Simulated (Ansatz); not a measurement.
Fe, 1 atom in the cell. Symmetry: Im-3m, No. 229, cubic system. Conventional cell: a = 2.886 Å, b = 2.886 Å, c = 2.886 Å, α = 90.00°, β = 90.00°, γ = 90.00°. Fe (site symmetry m-3m) has 8 Fe at 2.50 Å as nearest neighbours. 

```yaml
Program: Ansatz 0.2.0
Task: single point
Functional: PBE
Potentials_or_basis: Ansatz PAW
Cutoff: "420 eV (not typed: the program's choice for these potentials)"
k_mesh: 13 × 13 × 13
Occupations: gaussian, width 0.012 eV
Spin: collinear spin, ferromagnetic start
Starting_moments: "[3.0] μB"
```

Potentials or basis: Ansatz PAW.

Launch:

```bash
$ ansatz run input.yaml --threads 2 --pin off --max-ram 5632MiB --backend cpu --events-out ev --progress --plain --runs-dir out
```

Hardware: 2 threads of Intel(R) Xeon(R) Processor @ 2.70GHz, with other jobs on the host.

Task: How long does it take, and how much memory?

Result: Wall time 3.1 s on 2 threads of Intel(R) Xeon(R) Processor @ 2.70GHz (shared host), peak memory 0.31 GiB. Counts: scf iterations 12, plane waves 225, k points 84, bands 14.
